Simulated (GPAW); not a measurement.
A run of GPAW 26.7.0:

Contents of run.py:

```python
from ase.dft.bandgap import bandgap
from ase.io import read, write
from gpaw import GPAW, PW
from gpaw.response.df import DielectricFunction

atoms = read('WS2.xyz')

calc = GPAW(mode=PW(500),
            xc='LDA',
            kpts={'size': (8, 8, 2), 'gamma': True},
            occupations={'name': 'fermi-dirac', 'width': 0.001},
            setups={'W': ':d,6.0'},
            nbands=25,
            convergence={'density': 1e-06},
            maxiter=150,
            txt='gpaw.txt')
atoms.calc = calc
energy = atoms.get_potential_energy()
calc.write('gs.gpw')
write('result.traj', atoms)
print(f'Energy: {energy:.6f} eV')
print('Fermi level:', round(calc.get_fermi_level(), 4), 'eV')
print(f'Gap: {bandgap(calc)[0]:.4f} eV, direct: {bandgap(calc, direct=True)[0]:.4f} eV')

dense = calc.fixed_density(kpts={'size': (13, 13, 3), 'gamma': True},
                           nbands=49, convergence={'bands': 43, 'eigenstates': 1e-7},
                           update_fermi_level=True, txt='dense.txt')
dense.write('dense.gpw', mode='all')

df = DielectricFunction('dense.gpw', frequencies={'type': 'nonlinear', 'domega0': 0.05, 'omega2': 10},
                        eta=0.1, ecut=50, nbands=43, intraband=False, txt='df.txt')
for direction in ['x', 'z']:
    df.get_dielectric_function(xc='RPA', direction=direction, filename=f'df_{direction}.csv')
    e0, e = df.get_macroscopic_dielectric_constant(xc='RPA', direction=direction)
    print(f'{direction}: static eps {e0:.4f} without, {e:.4f} with local fields')
```

File WS2.xyz:

```xyz
3
Lattice="3.1835163552 0.0000000000 0.0000000000 -1.5917581776 2.7570060369 0.0000000000 0.0000000000 0.0000000000 16.9505778900" Properties=species:S:1:pos:R:3 pbc="T T T"
W      0.0000000000      0.0000000000      0.0000000000
S     -0.0000000002      1.8380040247      1.5594618107
S     -0.0000000002      1.8380040247     15.3911160793
```

Potentials or basis: the program's PAW data sets (release 1.2.1) made for this functional, pw.

Launch:

```sh
$ OMP_NUM_THREADS=1 python run.py
```

Hardware: 1 thread of Arm Neoverse V1, on a shared host.

How long does it take, and how much memory?

Run time: 4.5 min on 1 thread of Arm Neoverse V1 (shared host), peak memory 0.74 GiB. Counts: scf iterations 29, plane waves 3806, bands 25, k points 20.
